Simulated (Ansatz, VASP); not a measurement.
Two plane-wave programs on Ag

Contents of INCAR:

```
PREC = Accurate ; ENCUT = 600
EDIFF = 1E-7 ; ISMEAR = -1
SIGMA = 0.05 ; LREAL = F
LASPH = T ; NELM = 80
ALGO = Fast ; ISIF = 3
LWAVE = F ; LCHARG = F
GGA = RP ; IBRION = 2
NSW = 40 ; EDIFFG = -0.02
```

File KPOINTS:

```
Automatic mesh
0
Gamma
  11 11 11
```

File POSCAR:

```
Ag
1.0
    0.0000000000      2.0427500000      2.0427500000
    2.0427500000      0.0000000000      2.0427500000
    2.0427500000      2.0427500000      0.0000000000
Ag
1
Direct
    0.0000000000      0.0000000000      0.0000000000
```

Contents of input.yaml:

```yaml
crystal:
  lattice:
    - [0.0, 2.04275, 2.04275]
    - [2.04275, 0.0, 2.04275]
    - [2.04275, 2.04275, 0.0]
  atoms:
    - { symbol: Ag, position: [0.0, 0.0, 0.0] }
hamiltonian:
  xc: rpbe
  pseudopotentials: { kind: paw }
kpoints:
  mp_grid: { grid: [11, 11, 11] }
scf:
  occupations: { method: fermi_dirac, width: 0.05 }
output:
  forces: true
  stress: true
relax:
  f_tol: 0.01
  max_steps: 40
  cell: { stress_tol: 0.05 }
```

Alike in both runs: task relaxation of cell and atoms; functional RPBE; k mesh 11 × 11 × 11; occupations fermi-dirac, width 0.05 eV; no spin polarisation.

```csv
,VASP,Ansatz
version,VASP 6.6.1,Ansatz 0.2.0
potentials or method,"VASP PAW PBE potentials, release 64 (Ag)",Ansatz PAW
plane-wave cutoff (eV),600,420
valence electrons in the cell,11,19
```

VASP gave:

* relaxed volume (Å³/atom): 18.62
* relaxed cell length with the largest relative difference (Å): 2.975
* energy change over the relaxation (meV/atom): -37

Q: What did Ansatz give for the same quantities?

A: Relaxed volume (Å³/atom): 18.67; relaxed cell length with the largest relative difference (Å): 2.978; energy change over the relaxation (meV/atom): -39.

The two sets of potentials don't hold the same shells in valence.

Caveats: the PAW data sets were made with another functional, which shifts forces and pressure a little (VASP); the plane-wave basis is chosen anew once the cell has moved, so the energies of steps on either side of that aren't comparable (Ansatz); the PAW data sets come from PBE, with cores solved anew for the run's functional, which leaves a small shift of forces and pressure (Ansatz). RPBE and its kin give volumes clearly too large for solids. Zero-point motion and thermal expansion aren't in these numbers.
